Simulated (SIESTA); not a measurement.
Runs of SIESTA 5.4.2 on TiSi. Symmetry: Cmmm, No. 65, orthorhombic system. The conventional cell has a = 3.632 Å, b = 4.235 Å, c = 3.804 Å, α = 90.00°, β = 90.00°, γ = 90.00°. Ti (site symmetry mmm) has 8 Si at 2.63 to 2.85 Å and 4 Ti at 2.79 Å as nearest neighbours. Si (site symmetry mmm) has 8 Ti at 2.63 to 2.85 Å and 4 Si at 2.79 Å as nearest neighbours. The cell comes from a database or a generator and needn't be the stable form of this composition.

```csv
level,U,gap on the mesh (eV),pressure (GPa)
PBEsol+U,Ti d U = 4 eV,none,5.6
PBEsol+U,Ti d U = 6 eV,none,(a)
PBEsol+U,Ti d U = 2 eV,none,0.6
PBEsol,-,none,-3.6
```

Alike in all rows: task density of states; potentials or basis PseudoDojo 0.4 standard (PBEsol files), DZP (energy shift 0.003 Ry; two zetas on semicore shells); no spin polarisation; cell as given; k mesh 8 × 8 × 5; smearing fermi-dirac 0.05 eV; grid cutoff 800 Ry; energy shift 0.003 Ry.

Problem. Estimate the missing entries.

Solution. (a) 11.6.

Caveats: the basis of atomic orbitals isn't converged, which shifts pressures, moduli and gaps; U without spin polarisation on a metal has little footing (some runs); the U is typed as a test and isn't derived for this compound (some runs).

A gap of «none» marks a metal or a gap under the smearing width.
